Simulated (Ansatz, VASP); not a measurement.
**B: VASP beside Ansatz**

```xyz
4
Lattice="2.6389 -1.6125 0.0015 2.6389 1.6125 0.0015 -0.0343 0.0000 3.1680" Properties=species:S:1:pos:R:3 pbc="T T T"
B     1.7876    0.4010    1.0071
B     1.7704   -0.4010    2.5911
B     3.4730    0.4010    0.5798
B     3.4558   -0.4010    2.1638
```

Alike in both runs: functional PBE; k mesh 14 × 14 × 12; occupations gaussian, width 0.01 eV; no spin polarisation.

Ansatz relaxed the structure, and its values are those at the end. VASP's run is a single point on that final structure, the one shown.

|  | VASP | Ansatz |
| --- | --- | --- |
| version | VASP 6.6.1 | Ansatz 0.2.0 |
| potentials or method | VASP PAW PBE potentials, release 64 (B) | scalar-relativistic, plane waves, PAW |
| plane-wave cutoff (eV) | 520 | 420 |
| valence electrons in the cell | 12 | 12 |

```csv
,VASP,Ansatz,Ansatz less VASP
pressure (GPa),0.0,0.0,+0.01
```

The functional is the same, so the differences come from potentials, cutoffs and numerics.
